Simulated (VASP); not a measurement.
**ZnSe (Stilleite): phonons with PBE**

ZnSe (Stilleite):

```
Zn Se
1.0
     0.00000    2.86947    2.86947
     2.86947    0.00000    2.86947
     2.86947    2.86947    0.00000
Zn Se
1 1
Direct
  0.00000 0.00000 0.00000
  0.25000 0.25000 0.25000
```

```json
{"Program": "VASP 6.6.1", "Task": "phonons", "Functional": "PBE", "Potentials or basis": "VASP PAW PBE potentials, release 64 (Zn, Se)", "Cutoff": "600 eV", "k mesh": "8 × 8 × 8", "Occupations": "gaussian, width 0.03 eV", "Spin": "no spin polarisation", "By perturbation theory": "no", "Further INCAR settings": "ALGO = Normal; EDIFF = 1e-08; IBRION = 6; POTIM = 0.015; NSW = 1"}
```

```
Highest phonon frequency at Γ, LO-TO splitting left out : 196 cm⁻¹
```

Phonon frequencies in cm⁻¹ (negative: imaginary):
| q point | frequencies |
| --- | --- |
| (0.000, 0.000, 0.000) | 0 0 0 196 196 196 |

Run time: 92 s on 1 thread of Intel(R) Xeon(R) 6975P-C (Granite Rapids) (shared host), peak memory 0.28 GiB.
